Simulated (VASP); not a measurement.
Wanted: the native input for a VASP 6.6.1 run.

| Quantity | Value |
| --- | --- |
| Task | single point |
| Functional | PBE |
| Dispersion | D3(BJ) |
| Potentials or basis | VASP PAW PBE potentials, release 64 (O, H, C) |
| Cutoff | 520 eV |
| k mesh | 1 × 1 × 1 |
| Occupations | fermi-dirac, width 0.02 eV |
| Spin | no spin polarisation |
| Dipole correction | no |
| Further INCAR settings | LREAL = Auto; ALGO = Fast; EDIFF = 1e-06; NBANDS = 38 |

The structure of H12CO5 lies in POSCAR:

```
H12CO5
1.0
    5.5211310000      0.0000000000      0.0000000000
    0.0000000000      5.5211310000      0.0000000000
    0.0000000000      0.0000000000      5.5211310000
O H C
5 12 1
Direct
    0.8887852869      0.8968995664      0.9578472237
   -0.0009599482      0.2022955079      0.3080709369
    0.5811852680      0.5999314271      0.2925849794
    0.1793473113      0.5502495775      1.0238300812
    0.3257122499     -0.0959404876      0.6355400732
    0.9282156138      1.0313466571      1.0818978937
    0.9511275860      0.9766114950      0.8145613643
   -0.1500236093      0.3018584417      0.3303852055
    0.0879892182      0.3305301033      0.2156804466
    0.6758397872      0.7247790353      0.2025309669
    0.4214716151      0.5936102585      0.2085804521
    0.2897413592      0.5826161343      0.8785518764
    0.0477438409      0.6780675916      0.9895436279
    0.4110027456      0.2682602532      0.6127911111
    0.4017111711     -0.2408564477      0.5704809395
    0.6609515333      0.0926802860      0.5864015905
    0.4680743855      0.1361858648      0.3442229500
    0.4636368889      0.1004685453      0.5332784170
```

The cell was built by a generator and needn't be a form met in nature.

The input as run:

INCAR

```
PREC = Accurate ; ENCUT = 520
EDIFF = 1E-6 ; ISMEAR = -1
SIGMA = 0.02 ; LREAL = Auto
LASPH = T ; NELM = 80
ALGO = Fast ; ISIF = 2
LWAVE = F ; LCHARG = F
GGA = PE ; IVDW = 12
NBANDS = 38
```

KPOINTS

```
regular mesh
0
Gamma
  1 1 1
```

Potentials or basis: VASP PAW PBE potentials, release 64 (O, H, C).

The run is started by

```console
$ cat potpaw_PBE.64/O/POTCAR potpaw_PBE.64/H/POTCAR potpaw_PBE.64/C/POTCAR > POTCAR
$ mpirun -np 1 vasp_gam > vasp.out
```

Results of the run:

```json
{"Pressure": "-0.4 GPa", "Largest force": "2.638 eV/Å", "Band gap on the k mesh": "4.63 eV, direct", "Dispersion energy per atom": "-0.037 eV"}
```

It took 10 s on 1 thread of AMD EPYC 9R45 (Zen 5) (shared host), peak memory 0.22 GiB.
